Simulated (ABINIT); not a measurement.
# Ge (Cmcm) in ABINIT: reference runs

How does Ge come out in PBE? The cell is run as given and disturbed.

Program: ABINIT 10.8.3 (patched build). These are calculated values, not measurements. Logs are shortened: lines on timing, memory, paths and dates and some standing lists are left out, and cuts for length are marked. The log counts tension as positive stress, the text compression.

### 1 The structure

It takes space group Cmcm (No. 63, orthorhombic). Conventional cell: a = 2.976 Å, b = 5.189 Å, c = 4.728 Å, α = 90.00°, β = 90.00°, γ = 90.00°. Around Ge (site symmetry m2m) lie 12 Ge at 2.92 to 2.99 Å.

This isn't the form of Ge at room conditions, which is diamond.

### 2 Single point, PBE

run.abi

```
pp_dirpath "./"
pseudos "Ge.GGA_PBE-JTH.xml"

acell 3*1.0 Angstrom
rprim
     1.4880529250    -2.5946896100     0.0000000000
     1.4880529250     2.5946896100     0.0000000000
     0.0000000000     0.0000000000     4.7275957900
ntypat 1
znucl 32
natom 2
typat 1 1
xcart
     2.8120124872     1.6333065361     2.2334653178
     2.8120124872    -1.6333065361     6.7003959533
chkprim 0
chksymtnons 0
tolsym 1.0e-6

ecut 22.0
pawecutdg 44.0
pawxcdev 0

kptopt 1
ngkpt 10 10 6
nshiftk 1
shiftk 0.0 0.0 0.0

ixc 11

nband 18
occopt 3
tsmear 0.05 eV

nstep 100
tolvrs 1.0e-9

iomode 3
prtwf 0
prtden 0
prteig 0
prtebands 0
enunit 1
```

Potentials or basis: JTH PAW PBE v2.0.

Run with:

```bash
abinit run.abi > log 2>&1
```

run.abo:

```text
.Version 10.8.3 of ABINIT
 Symmetries : space group Cm c m (# 63); Bravais oC (1-face-center ortho.)
================================================================================
 Values of the parameters that define the memory need of the present run
     intxc =       0    ionmov =       0      iscf =      17    lmnmax =      18
     lnmax =       6     mgfft =      40  mpssoang =       3    mqgrid =    3001
     natom =       2  nloc_mem =       2    nspden =       1   nspinor =       1
    nsppol =       1      nsym =       8    n1xccc =       1    ntypat =       1
    occopt =       3   xclevel =       2
       mpw =        1232          nfft =       23040          nkpt =         124
 PAW method is used; the additional fine FFT grid is defined by:
   mgfftf=        54    nfftf =     69984
================================================================================
================================================================================

--------------------------------------------------------------------------------
------------- Echo of variables that govern the present computation ------------
--------------------------------------------------------------------------------
 -outvars: echo values of preprocessed input variables --------
            acell      1.8897261259E+00  1.8897261259E+00  1.8897261259E+00 Bohr
              amu      7.26100000E+01
          chkprim           0
      chksymtnons           0
             ecut      2.20000000E+01 Hartree
           enunit           1
                       outvar_i_n : Printing only first  50 k-points.
              ixc          11
                       outvar_i_n : Printing only first  50 k-points.
         kptrlatt       10    0    0      0   10    0      0    0    6
          kptrlen      5.36031677E+01
            natom           2
            nband          18
            ngfft          24      24      40
          ngfftdg          36      36      54
             nkpt         124
            nstep         100
             nsym           8
           ntypat           1
                       prtocc : prtvol=0, do not print more k-points.
           occopt           3
        pawecutdg      4.40000000E+01 Hartree
         pawxcdev           0
           prtden           0
        prtebands           0
           prteig           0
            prtwf           0
            rprim      1.4880529250E+00 -2.5946896100E+00  0.0000000000E+00
                       1.4880529250E+00  2.5946896100E+00  0.0000000000E+00
                       0.0000000000E+00  0.0000000000E+00  4.7275957900E+00
          spgroup          63
           tolsym      1.00000000E-06
           tolvrs      1.00000000E-09
           tsmear      1.83746611E-03 Hartree
            typat      1  1
           useylm           1
                       outvars : Printing only first  50 k-points.
           xangst      1.4880529240E+00  8.6430859674E-01  1.1818989459E+00
                       1.4880529240E+00 -8.6430859674E-01  3.5456968409E+00
            xcart      2.8120124872E+00  1.6333065361E+00  2.2334653163E+00
                       2.8120124872E+00 -1.6333065361E+00  6.7003959548E+00
             xred      3.3344662977E-01  6.6655336955E-01  2.4999999966E-01
                       6.6655336955E-01  3.3344662977E-01  7.4999999966E-01
            znucl       32.00000

================================================================================

 chkinp: Checking input parameters for consistency.

================================================================================
== DATASET  1 ==================================================================

--- !DatasetInfo
iteration_state: {dtset: 1, }
dimensions: {natom: 2, nkpt: 124, mband: 18, nsppol: 1, nspinor: 1, nspden: 1, mpw: 1232, }
cutoff_energies: {ecut:  22.0, pawecutdg:  44.0, }
electrons: {nelect:   2.80000000E+01, charge:   0.00000000E+00, occopt:   3.00000000E+00, tsmear:   1.83746611E-03, }
meta: {optdriver: 0, ionmov: 0, optcell: 0, iscf: 17, paral_kgb: 0, }
...

 Exchange-correlation functional for the present dataset will be:
  GGA: Perdew-Burke-Ernzerhof functional - ixc=11
  J.P.Perdew, K.Burke, M.Ernzerhof, PRL 77, 3865 (1996)

 Real(R)+Recip(G) space primitive vectors, cartesian coordinates (Bohr,Bohr^-1):
 R(1)=  2.8120125 -4.9032527  0.0000000  G(1)=  0.1778086 -0.1019731  0.0000000
 R(2)=  2.8120125  4.9032527  0.0000000  G(2)=  0.1778086  0.1019731  0.0000000
 R(3)=  0.0000000  0.0000000  8.9338613  G(3)=  0.0000000  0.0000000  0.1119337
 Unit cell volume ucvol=  2.4636030E+02 bohr^3
 Angles (23,13,12)=  9.00000000E+01  9.00000000E+01  1.20331510E+02 degrees

 Coarse grid specifications (used for wave-functions):

 getcut: wavevector=  0.0000  0.0000  0.0000  ngfft=  24  24  40
         ecut(hartree)=     22.000   => boxcut(ratio)=   2.01100

 Fine grid specifications (used for densities):

 getcut: wavevector=  0.0000  0.0000  0.0000  ngfft=  36  36  54
         ecut(hartree)=     44.000   => boxcut(ratio)=   2.02425

--- Pseudopotential description ------------------------------------------------
- pspini: atom type   1  psp file is ./Ge.GGA_PBE-JTH.xml
 Pseudopotential format is: paw10
 basis_size (lnmax)=  6 (lmn_size= 18), orbitals=   0   0   1   1   2   2
 Spheres core radius: rc_sph= 2.30476891
 Shapefunction is SIN type: shapef(r)=[sin(pi*r/rshp)/(pi*r/rshp)]**2
 Radius for shape functions =  1.99988291
 Compensation charge density is not taken into account in XC energy/potential

   1.13473484E+03                                ecore*ucvol(ha*bohr**3)
--------------------------------------------------------------------------------

================================================================================

--- !BeginCycle
iteration_state: {dtset: 1, }
solver: {iscf: 17, nstep: 100, nline: 4, wfoptalg: 10, }
tolerances: {tolvrs: 1.00E-09, }
...

     iter   Etot(hartree)      deltaE(h)  residm     nres2
 ETOT  1  -190.09023093113    -1.901E+02 5.763E+00 1.967E+00
 ETOT  2  -191.13503480964    -1.045E+00 5.274E-01 1.602E-01
 ETOT  3  -191.13482811387     2.067E-04 4.818E-01 5.385E-02
 ETOT  4  -191.13472530215     1.028E-04 2.050E-01 1.581E-02
 ETOT  5  -191.13465399968     7.130E-05 3.746E-02 9.471E-04
 ETOT  6  -191.13465097295     3.027E-06 4.577E-03 1.022E-05
 ETOT  7  -191.13465135725    -3.843E-07 1.056E-03 8.047E-06
 ETOT  8  -191.13465130787     4.938E-08 2.070E-03 1.387E-06
 ETOT  9  -191.13465129747     1.040E-08 1.023E-03 3.634E-08
 ETOT 10  -191.13465129798    -5.117E-10 1.065E-03 4.488E-09
 ETOT 11  -191.13465129799    -8.981E-12 8.962E-04 1.112E-09
 ETOT 12  -191.13465129798     5.429E-12 9.835E-04 2.233E-10

 At SCF step   12       nres2   =  2.23E-10 < tolvrs=  1.00E-09 =>converged.

 Cartesian components of stress tensor (hartree/bohr^3)
  sigma(1 1)= -1.00480317E-04  sigma(3 2)=  0.00000000E+00
  sigma(2 2)= -1.07218827E-04  sigma(3 1)=  0.00000000E+00
  sigma(3 3)= -1.91991238E-04  sigma(2 1)=  0.00000000E+00

--- !ResultsGS
iteration_state: {dtset: 1, }
comment   : Summary of ground state results
lattice_vectors:
- [  2.8120125,  -4.9032527,   0.0000000, ]
- [  2.8120125,   4.9032527,   0.0000000, ]
- [  0.0000000,   0.0000000,   8.9338613, ]
lattice_lengths: [   5.65237,    5.65237,    8.93386, ]
lattice_angles: [ 90.000,  90.000, 120.332, ] # degrees, (23, 13, 12)
lattice_volume:   2.4636030E+02
convergence: {deltae:  5.429E-12, res2:  2.233E-10, residm:  9.835E-04, diffor: null, }
etotal    :  -1.91134651E+02
entropy   :   0.00000000E+00
fermie    :   3.48816233E-01
cartesian_stress_tensor: # hartree/bohr^3
- [ -1.00480317E-04,   0.00000000E+00,   0.00000000E+00, ]
- [  0.00000000E+00,  -1.07218827E-04,   0.00000000E+00, ]
- [  0.00000000E+00,   0.00000000E+00,  -1.91991238E-04, ]
pressure_GPa:   3.9198E+00
xred      :
- [  3.3345E-01,   6.6655E-01,   2.5000E-01, Ge]
- [  6.6655E-01,   3.3345E-01,   7.5000E-01, Ge]
cartesian_forces: # hartree/bohr
- [  2.21943120E-22,  -1.36434644E-05,  -0.00000000E+00, ]
- [ -2.21943120E-22,   1.36434644E-05,  -0.00000000E+00, ]
force_length_stats: {min:   1.36434644E-05, max:   1.36434644E-05, mean:   1.36434644E-05, }
...

 Integrated electronic density in atomic spheres:
 ------------------------------------------------
 Atom  Sphere_radius  Integrated_density
    1        2.30477         12.18685925
    2        2.30477         12.18685925

================================================================================

 ----iterations are completed or convergence reached----

 Mean square residual over all n,k,spin=   12.445E-07; max=  98.348E-05
 reduced coordinates (array xred) for    2 atoms
       0.333446629769      0.666553369553      0.249999999664
       0.666553369553      0.333446629769      0.749999999664
 rms dE/dt=  5.4621E-05; max dE/dt=  6.6897E-05; dE/dt below (all hartree)
    1      -0.000066897354      0.000066897354      0.000000000000
    2       0.000066897354     -0.000066897354      0.000000000000

 cartesian coordinates (angstrom) at end:
    1      1.48805292399139     0.86430859673668     1.18189894591389
    2      1.48805292399139    -0.86430859673668     3.54569684091389

 cartesian forces (hartree/bohr) at end:
    1      0.00000000000000    -0.00001364346444    -0.00000000000000
    2     -0.00000000000000     0.00001364346444    -0.00000000000000
 frms,max,avg= 7.8770579E-06 1.3643464E-05   0.000E+00  0.000E+00  0.000E+00 h/b

 cartesian forces (eV/Angstrom) at end:
    1      0.00000000000000    -0.00070157514948    -0.00000000000000
    2     -0.00000000000000     0.00070157514948    -0.00000000000000
 frms,max,avg= 4.0505460E-04 7.0157515E-04   0.000E+00  0.000E+00  0.000E+00 e/A
 length scales=  1.889726125908  1.889726125908  1.889726125908 bohr
              =  1.000000000000  1.000000000000  1.000000000000 angstroms
 Fermi (or HOMO) energy (eV) =   9.49177   Average Vxc (eV)= -10.65414
 Eigenvalues (   eV  ) for nkpt= 124  k points:
 kpt#   1, nband= 18, wtk=  0.00167, kpt=  0.0000  0.0000  0.0000 (reduced coord)
 -15.15322  -15.14374  -15.14096  -15.13999  -15.13463  -15.13138  -15.12133  -15.12067
 -15.04638  -15.04583   -3.87636    2.02638    3.95868   16.10300   16.21752   18.18708
  18.30402   19.60312
 prteigrs : prtvol=0 or 1, do not print more k-points.

--- !EnergyTerms
iteration_state     : {dtset: 1, }
comment             : Components of total free energy in Hartree
kinetic             :  1.29637818386751E+01
hartree             :  3.31989114310984E+01
xc                  : -4.61799529065202E+00
Ewald energy        : -1.13754323498175E+02
psp_core            :  4.60599715098550E+00
local_psp           : -1.19066225210688E+02
PAW spherical_terms : -4.46448736632072E+00
internal            : -1.91134340945077E+02
'-kT*entropy'       : -3.10925424784504E-04
total_energy        : -1.91134651870502E+02
total_energy_eV     : -5.20103883703934E+03
...

--- !EnergyTermsDC
iteration_state     : {dtset: 1, }
comment             : '"Double-counting" decomposition of free energy'
band_energy         : -9.89070257384843E+00
Ewald energy        : -1.13754323498175E+02
psp_core            :  4.60599715098550E+00
xc_dc               : -3.19970592062945E+01
PAW spherical_terms : -4.00982522452250E+01
internal            : -1.91134340372557E+02
'-kT*entropy'       : -3.10925424784504E-04
total_energy_dc     : -1.91134651297982E+02
total_energy_dc_eV  : -5.20103882146029E+03
...

--- !EnergyTermsWithPAWCore
iteration_state     : {dtset: 1, }
comment             : 'Components of total free energy, including PAW core contributions'
Total energy        : -4.19797114005262E+03
Total energy DC     : -4.19797113948010E+03
Total energy (eV)   : -1.14232614141453E+05
Total energy DC (eV): -1.14232614125874E+05
...

 Cartesian components of stress tensor (hartree/bohr^3)
  sigma(1 1)= -1.00480317E-04  sigma(3 2)=  0.00000000E+00
  sigma(2 2)= -1.07218827E-04  sigma(3 1)=  0.00000000E+00
  sigma(3 3)= -1.91991238E-04  sigma(2 1)=  0.00000000E+00

-Cartesian components of stress tensor (GPa)         [Pressure=  3.9198E+00 GPa]
- sigma(1 1)= -2.95623300E+00  sigma(3 2)=  0.00000000E+00
- sigma(2 2)= -3.15448681E+00  sigma(3 1)=  0.00000000E+00
- sigma(3 3)= -5.64857724E+00  sigma(2 1)=  0.00000000E+00

== END DATASET(S) ==============================================================
================================================================================

 -outvars: echo values of variables after computation  --------
            acell      1.8897261259E+00  1.8897261259E+00  1.8897261259E+00 Bohr
           etotal     -1.9113465130E+02
            fcart      2.2194311954E-22 -1.3643464439E-05 -0.0000000000E+00
                      -2.2194311954E-22  1.3643464439E-05 -0.0000000000E+00
            rprim      1.4880529250E+00 -2.5946896100E+00  0.0000000000E+00
                       1.4880529250E+00  2.5946896100E+00  0.0000000000E+00
                       0.0000000000E+00  0.0000000000E+00  4.7275957900E+00
           strten     -1.0048031725E-04 -1.0721882730E-04 -1.9199123793E-04
                       0.0000000000E+00  0.0000000000E+00  0.0000000000E+00
           xangst      1.4880529240E+00  8.6430859674E-01  1.1818989459E+00
                       1.4880529240E+00 -8.6430859674E-01  3.5456968409E+00
             xred      3.3344662977E-01  6.6655336955E-01  2.4999999966E-01
                       6.6655336955E-01  3.3344662977E-01  7.4999999966E-01
 Calculation completed.
```

Run time: 81 s. Hardware: 1 thread of Arm Neoverse V1, shared host; peak memory 0.18 GiB.

Results:

```yaml
Free_energy: -5201.0388 eV
Pressure: 3.9 GPa
Band_gap_on_the_k_mesh: none (metal or under the smearing width)
Valence_electrons_inside_the_program's_atomic_spheres: Ge 12.19 (radii [1.2196] Å)
```

Levels at points of the mesh, in eV from the Fermi level:
| k point | band 12 | band 13 | band 14 | band 15 | band 16 | band 17 |
| --- | --- | --- | --- | --- | --- | --- |
| (0.00, 0.00, 0.00) | -7.47 | -5.53 | 6.61 | 6.73 | 8.70 | 8.81 |
| (0.50, 0.00, 0.00) | -7.10 | -2.26 | -1.26 | -0.87 | 1.46 | 2.44 |
| (0.50, 0.50, 0.00) | -7.15 | -2.30 | -1.28 | -0.94 | 1.43 | 2.60 |
| (0.00, 0.00, 0.50) | -11.69 | 1.89 | 1.89 | 7.75 | 7.75 | 7.86 |
| (0.50, 0.00, 0.50) | -6.98 | -4.93 | -4.93 | 4.11 | 4.11 | 5.08 |
| (0.50, 0.50, 0.50) | -7.06 | -4.95 | -4.95 | 4.26 | 4.26 | 5.10 |

### 3 Single point, PBE (atoms moved at random, drawn with an rms of 0.05 Å)

run.abi

```
# Pseudopotentials
pp_dirpath "./"
pseudos "Ge.GGA_PBE-JTH.xml"

# Structure
acell 2.9911060964 2.9911060964 4.72759579 Angstrom
rprim
     0.4974925252    -0.8674682630     0.0000000000
     0.4974925252     0.8674682630     0.0000000000
     0.0000000000     0.0000000000     1.0000000000
ntypat 1
znucl 32
natom 2
typat 1 1
xcart
     2.8301949599     1.7272100041     2.2622770204
     2.8541870505    -1.6828453733     6.6580137154
chkprim 0
chksymtnons 0
tolsym 1.0e-6

# Plane-wave basis
ecut 22.0
pawecutdg 44.0
pawxcdev 0

# k points
kptopt 1
ngkpt 10 10 6
nshiftk 1
shiftk 0.0 0.0 0.0

# Exchange and correlation
ixc 11

# Bands and occupations
nband 18
occopt 3
tsmear 0.00183747

# SCF cycle
nstep 100
tolvrs 1.0e-9

# Output
iomode 3
prtwf 0
prtden 0
prteig 0
prtebands 0
enunit 2
```

Potentials or basis: JTH PAW PBE v2.0.

Run with:

```bash
abinit run.abi > log 2>&1
```

Wall time 3 min (1 thread of Arm Neoverse V1, shared host); peak memory 0.3 GiB.

It converged, with:

| Property | Result |
| --- | --- |
| Free energy | -5201.0378 eV |
| Pressure | 3.9 GPa |
| Largest force | 0.036 eV/Å |
| Band gap on the k mesh | none (metal or under the smearing width) |
| Valence electrons inside the program's atomic spheres | Ge 12.19 (radii [1.2196] Å) |

Forces on the atoms (eV/Å):
```
Ge  -0.001 -0.013 -0.034
Ge   0.001  0.013  0.034
```

Stress tensor (GPa, compression positive):
```
 3.15  0.02 -0.02
 0.02  2.88  0.04
-0.02  0.04  5.73
```

Levels at points of the mesh, in eV from the Fermi level:
```csv
k point,band 11,band 12,band 13,band 14,band 15,band 16,band 17,band 18
"(0.00, 0.00, 0.00)",-13.37,-7.46,-5.52,6.59,6.78,8.47,9.03,10.13
"(0.50, 0.00, 0.00)",-8.35,-7.20,-2.19,-1.29,-0.73,1.28,2.46,6.38
"(0.00, 0.50, 0.00)",-8.39,-7.16,-2.22,-1.27,-0.79,1.37,2.46,6.34
"(0.50, 0.50, 0.00)",-8.61,-6.98,-2.39,-1.24,-1.09,1.74,2.59,6.60
"(0.00, 0.00, 0.50)",-11.82,-11.55,1.78,2.03,7.72,7.75,7.85,7.93
"(0.50, 0.00, 0.50)",-7.02,-6.86,-5.05,-4.90,3.99,4.23,5.10,5.17
"(0.00, 0.50, 0.50)",-7.05,-6.87,-5.03,-4.87,3.98,4.22,5.09,5.17
"(0.50, 0.50, 0.50)",-7.22,-7.01,-4.94,-4.76,4.14,4.39,5.02,5.13
```
